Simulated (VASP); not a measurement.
A run of VASP 6.6.1 is set up as follows.

Contents of INCAR:

```
SYSTEM = Sn
PREC = Accurate
ENCUT = 520
EDIFF = 1E-7
ISMEAR = -1
SIGMA = 0.15
LREAL = .False.
LASPH = .True.
NELM = 80
ALGO = Normal
ISIF = 2
LWAVE = .False.
LCHARG = .False.
GGA = PS
NBANDS = 13
```

File KPOINTS:

```
Automatic mesh
0
Gamma
  8 8 8
  0 0 0
```

File POSCAR:

```
Sn
1.0
   -1.8946518200      1.8946518200      1.8946518200
    1.8946518200     -1.8946518200      1.8946518200
    1.8946518200      1.8946518200     -1.8946518200
Sn
1
Direct
    0.0000000000      0.0000000000      0.0000000000
```

Potentials or basis: VASP PAW PBE potentials, release 64 (Sn_d).

Run with:

```bash
$ cat potpaw_PBE.64/Sn_d/POTCAR > POTCAR
$ mpirun -np 1 vasp_std > vasp.out
```

Problem. Predict the pressure.

Solution. -1.8 GPa.

Problem. Estimate the band gap on the k mesh.

Solution. None (metal or under the smearing width).

Caveat: the PAW data sets were made with another functional, which shifts forces and pressure a little.
